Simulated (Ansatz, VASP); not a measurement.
**One calculation of GaAs, two programs**

The input INCAR:

```
SYSTEM = GaAs
PREC = Accurate
ENCUT = 520
EDIFF = 1E-7
ISMEAR = 0
SIGMA = 0.011
LREAL = .False.
LASPH = .True.
NELM = 60
ALGO = Normal
ISIF = 2
LWAVE = .False.
LCHARG = .True.
GGA = PE
LELF = .True.
LVHAR = .True.
NBANDS = 16
```

Contents of KPOINTS:

```
Automatic mesh
0
Gamma
  8 8 8
  0 0 0
```

Contents of POSCAR:

```
GaAs
1.0
    0.0000000000      2.8268500000      2.8268500000
    2.8268500000      0.0000000000      2.8268500000
    2.8268500000      2.8268500000      0.0000000000
As Ga
1 1
Direct
    0.7500000000      0.7500000000      0.7500000000
    0.0000000000      0.0000000000      0.0000000000
```

File input.yaml:

```yaml
crystal:
  lattice:
    - [0.0, 2.82685, 2.82685]
    - [2.82685, 0.0, 2.82685]
    - [2.82685, 2.82685, 0.0]
  atoms:
    - { symbol: As, position: [0.75, 0.75, 0.75] }
    - { symbol: Ga, position: [0.0, 0.0, 0.0] }
hamiltonian:
  xc: pbe
  pseudopotentials: { kind: paw }
kpoints:
  mp_grid: { grid: [8, 8, 8] }
scf:
  occupations: { method: gaussian, width: 0.011 }
output:
  forces: true
  stress: true
  eigenvalues: true
```

Alike in both runs: task single point; functional PBE; k mesh 8 × 8 × 8; occupations gaussian, width 0.011 eV; no spin polarisation.

```csv
,VASP,Ansatz
version,VASP 6.6.1,Ansatz 0.2.0
potentials or method,"VASP PAW PBE potentials, release 64 (As, Ga_d)",Ansatz PAW
plane-wave cutoff (eV),520,420
valence electrons in the cell,18,28
```

```tsv
	VASP	Ansatz	Ansatz less VASP
gap on the k mesh at the Fermi level (eV)	0.52	0.52	-0.005
least direct gap on the mesh (eV)	0.52	0.52	-0.005
pressure (GPa)	3.5	3.3	-0.19
```

The two sets of potentials don't hold the same shells in valence.

A k mesh can miss the band edges. As with any semilocal functional, this PBE gap is likely too small.
